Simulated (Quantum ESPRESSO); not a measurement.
# Optical response of NaF (Villiaumite), part 2 of 3

Wanted: where NaF (Villiaumite) starts to absorb, how strongly, and its refractive index.

Quantum ESPRESSO 7.5; DFT, PBE, plane waves with norm-conserving potentials (PseudoDojo), scalar-relativistic, independent-particle optical response without local fields and without the non-local commutator.

So far. Step 2 (Ground state): There is a gap, 6.32 eV on this mesh (points off the mesh can give less), so no carriers' term is needed.

### Step 3. Ground state with the final occupations

Level of this step: DFT, PBE, plane waves with norm-conserving potentials (PseudoDojo), scalar-relativistic, ground state (Quantum ESPRESSO).

With the gap or the metal settled, the ground state is repeated with the fitting occupations, and the later steps take its density.

Contents of scf.in:

```
&control
  calculation = 'scf'
  prefix = 'x'
  outdir = './tmp'
  pseudo_dir = './'
  verbosity = 'high'
/
&system
  ibrav = 0
  nat = 2
  ntyp = 2
  ecutwfc = 90
  occupations = 'fixed'
/
&electrons
  conv_thr = 1e-09
  electron_maxstep = 100
/
ATOMIC_SPECIES
  Na 1.0 Na.upf
  F 1.0 F.upf
CELL_PARAMETERS angstrom
  0.000000000000 2.320000000000 2.320000000000
  2.320000000000 0.000000000000 2.320000000000
  2.320000000000 2.320000000000 0.000000000000
ATOMIC_POSITIONS crystal
  Na 0.000000000000 0.000000000000 0.000000000000
  F 0.500000000000 0.500000000000 0.500000000000
K_POINTS automatic
  8 8 8 0 0 0
```

Started as:

```console
$ mpirun -n 4 pw.x -nk 4 -in scf.in
```

The log of the run:

```text
[banner, memory and clock lines left out]

     using ibrav=0 with symmetry is DISCOURAGED, use correct ibrav instead

     G-vector sticks info

     bravais-lattice index     =            0
     lattice parameter (alat)  =       6.2001  a.u.
     unit-cell volume          =     168.5352 (a.u.)^3
     number of atoms/cell      =            2
     number of atomic types    =            2
     number of electrons       =        16.00
     number of Kohn-Sham states=            8
     kinetic-energy cutoff     =      90.0000  Ry
     charge density cutoff     =     360.0000  Ry
     scf convergence threshold =      1.0E-09
     mixing beta               =       0.7000
     number of iterations used =            8  plain     mixing
     Exchange-correlation= PBE
                           (   1   4   3   4   0   0   0)

     celldm(1)=   6.200145  celldm(2)=   0.000000  celldm(3)=   0.000000
     celldm(4)=   0.000000  celldm(5)=   0.000000  celldm(6)=   0.000000

     crystal axes: (cart. coord. in units of alat)
               a(1) = (   0.000000   0.707107   0.707107 )
               a(2) = (   0.707107   0.000000   0.707107 )
               a(3) = (   0.707107   0.707107   0.000000 )

     reciprocal axes: (cart. coord. in units 2 pi/alat)
               b(1) = ( -0.707107  0.707107  0.707107 )
               b(2) = (  0.707107 -0.707107  0.707107 )
               b(3) = (  0.707107  0.707107 -0.707107 )

     ./Na.upf
     Pseudo is Norm-conserving, Zval =  9.0
     Generated using ONCVPSP code by D. R. Hamann
     Using radial grid of 1992 points,  4 beta functions with:
                l(1) =   0
                l(2) =   0
                l(3) =   1
                l(4) =   1

     ./F.upf
     Pseudo is Norm-conserving + core correction, Zval =  7.0
     Generated using ONCVPSP code by D. R. Hamann
     Using radial grid of  832 points,  5 beta functions with:
                l(1) =   0
                l(2) =   0
                l(3) =   1
                l(4) =   1
                l(5) =   2

     atomic species   valence    mass     pseudopotential
     Na                9.00     1.00000     Na( 1.00)
     F                 7.00     1.00000     F ( 1.00)

     48 Sym. Ops., with inversion, found

                                    s                        frac. trans.

     [... symmetry matrices left out ...]
   Cartesian axes

     site n.     atom                  positions (alat units)
         1        Na     tau(   1) = (   0.0000000   0.0000000   0.0000000  )
         2        F      tau(   2) = (   0.7071068   0.7071068   0.7071068  )

   Crystallographic axes

     site n.     atom                  positions (cryst. coord.)
         1        Na     tau(   1) = (  0.0000000  0.0000000  0.0000000  )
         2        F      tau(   2) = (  0.5000000  0.5000000  0.5000000  )

     number of k points=    29
                       cart. coord. in units 2pi/alat
        k(    1) = (   0.0000000   0.0000000   0.0000000), wk =   0.0039062
        k(    2) = (   0.0883883   0.0883883  -0.0883883), wk =   0.0312500
        k(    3) = (   0.1767767   0.1767767  -0.1767767), wk =   0.0312500
        k(    4) = (   0.2651650   0.2651650  -0.2651650), wk =   0.0312500
        k(    5) = (  -0.3535534  -0.3535534   0.3535534), wk =   0.0156250
        k(    6) = (   0.1767767   0.0000000   0.0000000), wk =   0.0234375
        k(    7) = (   0.2651650   0.0883883  -0.0883883), wk =   0.0937500
        k(    8) = (   0.3535534   0.1767767  -0.1767767), wk =   0.0937500
        k(    9) = (  -0.2651650  -0.4419417   0.4419417), wk =   0.0937500
        k(   10) = (  -0.1767767  -0.3535534   0.3535534), wk =   0.0937500
        k(   11) = (  -0.0883883  -0.2651650   0.2651650), wk =   0.0937500
        k(   12) = (   0.0000000  -0.1767767   0.1767767), wk =   0.0468750
        k(   13) = (   0.3535534   0.0000000   0.0000000), wk =   0.0234375
        k(   14) = (   0.4419417   0.0883883  -0.0883883), wk =   0.0937500
        k(   15) = (  -0.1767767  -0.5303301   0.5303301), wk =   0.0937500
        k(   16) = (  -0.0883883  -0.4419417   0.4419417), wk =   0.0937500
[...]
cryst. coord.
[...]
k(   22) = (   0.1250000   0.2500000   0.3750000), wk =   0.0937500
        k(   23) = (   0.1250000   0.2500000  -0.5000000), wk =   0.1875000
        k(   24) = (   0.1250000   0.2500000  -0.3750000), wk =   0.0937500
        k(   25) = (   0.1250000   0.3750000  -0.5000000), wk =   0.0937500
        k(   26) = (   0.1250000   0.3750000  -0.3750000), wk =   0.1875000
        k(   27) = (   0.1250000   0.3750000  -0.2500000), wk =   0.0937500
        k(   28) = (   0.1250000  -0.5000000  -0.3750000), wk =   0.0468750
        k(   29) = (   0.2500000  -0.5000000  -0.2500000), wk =   0.0234375

     Dense  grid:    19579 G-vectors     FFT dimensions: (  40,  40,  40)

     Initial potential from superposition of free atoms

     starting charge      15.9937, renormalised to      16.0000
     Starting wfcs are    9 randomized atomic wfcs

     Self-consistent Calculation

     iteration #  1     ecut=    90.00 Ry     beta= 0.70
     Davidson diagonalization with overlap

            48 MiB given to the printing process from OS
            17 MiB allocation reported by mallinfo(arena+hblkhd)
------------------
     ethr =  1.00E-02,  avg # of iterations =  1.0

     total energy              =    -140.86190348 Ry
     estimated scf accuracy    <       0.22745527 Ry

     iteration #  2     ecut=    90.00 Ry     beta= 0.70
     Davidson diagonalization with overlap

            57 MiB given to the printing process from OS
            23 MiB allocation reported by mallinfo(arena+hblkhd)
------------------
     ethr =  1.42E-03,  avg # of iterations =  2.5

     total energy              =    -140.92830107 Ry
     estimated scf accuracy    <       0.20413934 Ry

     iteration #  3     ecut=    90.00 Ry     beta= 0.70
     Davidson diagonalization with overlap

            58 MiB given to the printing process from OS
            23 MiB allocation reported by mallinfo(arena+hblkhd)
------------------
     ethr =  1.28E-03,  avg # of iterations =  2.0

     total energy              =    -140.96649408 Ry
     estimated scf accuracy    <       0.00115327 Ry

     iteration #  4     ecut=    90.00 Ry     beta= 0.70
     Davidson diagonalization with overlap

            59 MiB given to the printing process from OS
            24 MiB allocation reported by mallinfo(arena+hblkhd)
------------------
     ethr =  7.21E-06,  avg # of iterations =  2.9

     total energy              =    -140.96673841 Ry
     estimated scf accuracy    <       0.00049006 Ry

     iteration #  5     ecut=    90.00 Ry     beta= 0.70
     Davidson diagonalization with overlap

            59 MiB given to the printing process from OS
            25 MiB allocation reported by mallinfo(arena+hblkhd)
------------------
     ethr =  3.06E-06,  avg # of iterations =  2.0

     total energy              =    -140.96678047 Ry
     estimated scf accuracy    <       0.00002468 Ry

     iteration #  6     ecut=    90.00 Ry     beta= 0.70
     Davidson diagonalization with overlap

            60 MiB given to the printing process from OS
            25 MiB allocation reported by mallinfo(arena+hblkhd)
------------------
     ethr =  1.54E-07,  avg # of iterations =  2.4

     total energy              =    -140.96679043 Ry
     estimated scf accuracy    <       0.00000563 Ry

     iteration #  7     ecut=    90.00 Ry     beta= 0.70
     Davidson diagonalization with overlap

            60 MiB given to the printing process from OS
            26 MiB allocation reported by mallinfo(arena+hblkhd)
------------------
     ethr =  3.52E-08,  avg # of iterations =  1.5

     total energy              =    -140.96678996 Ry
     estimated scf accuracy    <       0.00000158 Ry

     iteration #  8     ecut=    90.00 Ry     beta= 0.70
     Davidson diagonalization with overlap

            61 MiB given to the printing process from OS
            26 MiB allocation reported by mallinfo(arena+hblkhd)
------------------
     ethr =  9.85E-09,  avg # of iterations =  2.0

     total energy              =    -140.96679025 Ry
     estimated scf accuracy    <          8.4E-09 Ry

     iteration #  9     ecut=    90.00 Ry     beta= 0.70
     Davidson diagonalization with overlap

            61 MiB given to the printing process from OS
            27 MiB allocation reported by mallinfo(arena+hblkhd)
------------------
     ethr =  5.25E-11,  avg # of iterations =  2.6

     total energy              =    -140.96679025 Ry
     estimated scf accuracy    <          2.1E-09 Ry

     iteration # 10     ecut=    90.00 Ry     beta= 0.70
     Davidson diagonalization with overlap

            62 MiB given to the printing process from OS
            28 MiB allocation reported by mallinfo(arena+hblkhd)
------------------
     ethr =  1.29E-11,  avg # of iterations =  1.0

     End of self-consistent calculation

          k = 0.0000 0.0000 0.0000 (  2421 PWs)   bands (ev):

   -46.1888 -18.1870 -18.0753 -18.0753 -18.0753   0.9036   0.9036   0.9036

     occupation numbers
     1.0000   1.0000   1.0000   1.0000   1.0000   1.0000   1.0000   1.0000

          k = 0.0884 0.0884-0.0884 (  2433 PWs)   bands (ev):

   -46.1869 -18.4333 -18.0771 -18.0771 -17.8103   0.6136   0.8665   0.8665

     occupation numbers
     1.0000   1.0000   1.0000   1.0000   1.0000   1.0000   1.0000   1.0000

          k = 0.1768 0.1768-0.1768 (  2442 PWs)   bands (ev):

   -46.1824 -18.6698 -18.0813 -18.0813 -17.5283   0.0224   0.7782   0.7782

     occupation numbers
     1.0000   1.0000   1.0000   1.0000   1.0000   1.0000   1.0000   1.0000

          k = 0.2652 0.2652-0.2652 (  2440 PWs)   bands (ev):

   -46.1779 -18.8224 -18.0855 -18.0855 -17.3293  -0.4730   0.6915   0.6915

     occupation numbers
     1.0000   1.0000   1.0000   1.0000   1.0000   1.0000   1.0000   1.0000

          k =-0.3536-0.3536 0.3536 (  2452 PWs)   bands (ev):

   -46.1760 -18.8749 -18.0873 -18.0873 -17.2574  -0.6594   0.6561   0.6561

     occupation numbers
     1.0000   1.0000   1.0000   1.0000   1.0000   1.0000   1.0000   1.0000

          k = 0.1768 0.0000 0.0000 (  2437 PWs)   bands (ev):

   -46.1863 -18.4485 -18.0828 -18.0828 -17.7815   0.5675   0.8395   0.8395

     occupation numbers
     1.0000   1.0000   1.0000   1.0000   1.0000   1.0000   1.0000   1.0000

     [... further k points left out ...]

     highest occupied level (ev):     0.9036

!    total energy              =    -140.96679025 Ry
     estimated scf accuracy    <          7.9E-10 Ry

     The total energy is the sum of the following terms:
     one-electron contribution =     -77.84086686 Ry
     hartree contribution      =      45.50224367 Ry
     xc contribution           =     -24.99325842 Ry
     ewald contribution        =     -83.63490864 Ry

     convergence has been achieved in  10 iterations

     XML data file, charge density, pseudopotentials, collected wavefunctions

                                        0.00s GPU  (     256 calls)
```

Elapsed: 3 s, on 4 MPI ranks of Arm Neoverse V2, shared host; peak memory 0.06 GiB.

### Step 4. Bands on the whole mesh, 13×13×13

The response needs many more empty bands than the density does.

This step: DFT, PBE, plane waves with norm-conserving potentials (PseudoDojo), scalar-relativistic, bands at fixed density (Quantum ESPRESSO 7.5).

nscf.in, as its differences from scf.in of step 3:

```diff
@@ -1,3 +1,3 @@
 &control
-  calculation = 'scf'
+  calculation = 'nscf'
   prefix = 'x'
@@ -5,3 +5,2 @@
   pseudo_dir = './'
-  verbosity = 'high'
 /
@@ -13,2 +12,5 @@
   occupations = 'fixed'
+  nbnd = 21
+  nosym = .true.
+  noinv = .true.
 /
@@ -17,2 +19,3 @@
   electron_maxstep = 100
+  diago_full_acc = .true.
 /
@@ -29,2 +32,2 @@
 K_POINTS automatic
-  8 8 8 0 0 0
+  13 13 13 0 0 0
```

Started as:

```console
$ mpirun -n 4 pw.x -nk 4 -in nscf.in
```

The log of the run:

```text
[banner, memory and clock lines left out]

     Atomic positions and unit cell read from directory:

     G-vector sticks info

     bravais-lattice index     =            0
     lattice parameter (alat)  =       6.2001  a.u.
     unit-cell volume          =     168.5352 (a.u.)^3
     number of atoms/cell      =            2
     number of atomic types    =            2
     number of electrons       =        16.00
     number of Kohn-Sham states=           21
     kinetic-energy cutoff     =      90.0000  Ry
     charge density cutoff     =     360.0000  Ry
     Exchange-correlation= PBE
                           (   1   4   3   4   0   0   0)

     celldm(1)=   6.200145  celldm(2)=   0.000000  celldm(3)=   0.000000
     celldm(4)=   0.000000  celldm(5)=   0.000000  celldm(6)=   0.000000

     crystal axes: (cart. coord. in units of alat)
               a(1) = (   0.000000   0.707107   0.707107 )
               a(2) = (   0.707107   0.000000   0.707107 )
               a(3) = (   0.707107   0.707107   0.000000 )

     reciprocal axes: (cart. coord. in units 2 pi/alat)
               b(1) = ( -0.707107  0.707107  0.707107 )
               b(2) = (  0.707107 -0.707107  0.707107 )
               b(3) = (  0.707107  0.707107 -0.707107 )

     ./Na.upf
     Pseudo is Norm-conserving, Zval =  9.0
     Generated using ONCVPSP code by D. R. Hamann
     Using radial grid of 1992 points,  4 beta functions with:
                l(1) =   0
                l(2) =   0
                l(3) =   1
                l(4) =   1

     ./F.upf
     Pseudo is Norm-conserving + core correction, Zval =  7.0
     Generated using ONCVPSP code by D. R. Hamann
     Using radial grid of  832 points,  5 beta functions with:
                l(1) =   0
                l(2) =   0
                l(3) =   1
                l(4) =   1
                l(5) =   2

     atomic species   valence    mass     pseudopotential
     Na                9.00     1.00000     Na( 1.00)
     F                 7.00     1.00000     F ( 1.00)

     No symmetry found

   Cartesian axes

     site n.     atom                  positions (alat units)
         1        Na     tau(   1) = (   0.0000000   0.0000000   0.0000000  )
         2        F      tau(   2) = (   0.7071068   0.7071068   0.7071068  )

     number of k points=  2197

     Number of k-points >= 100: set verbosity='high' to print them.

     Dense  grid:    19579 G-vectors     FFT dimensions: (  40,  40,  40)

     The potential is recalculated from file :

     Starting wfcs are    9 randomized atomic wfcs +   12 random wfcs

     Band Structure Calculation
     Davidson diagonalization with overlap

     ethr =  6.25E-12,  avg # of iterations = 25.6

     End of band structure calculation

     Number of k-points >= 100: set verbosity='high' to print the bands.

     highest occupied, lowest unoccupied level (ev):     0.9040    7.2222

     XML data file, pseudopotentials, collected wavefunctions

                                        0.00s GPU  (   14510 calls)

[... left out ...]
ulation
     Davidson diagonalization with overlap

     ethr =  6.25E-12,  avg # of iterations = 25.6

     End of band structure calculation

     Number of k-points >= 100: set verbosity='high' to print the bands.

     highest occupied, lowest unoccupied level (ev):     0.9040    7.2222

     XML data file, pseudopotentials, collected wavefunctions

                                        0.00s GPU  (   14510 calls)
```

The job ended after 3.4 min (4 MPI ranks; peak memory 0.05 GiB; 14 min of CPU time).

(Continued in part 3 of 3.)

[Machine, clock, banner and «Message from routine» lines are left out of the logs.]

[Logs are printed without paths, hosts, clocks, repeated set-up lines and the standing remarks that a program may print on its own settings, such as how far it seeks lower states.]

[Hosts, paths, dates, database ids (printed as entryN), source tags and the programs' standing remarks are cut or masked in the printed files.]
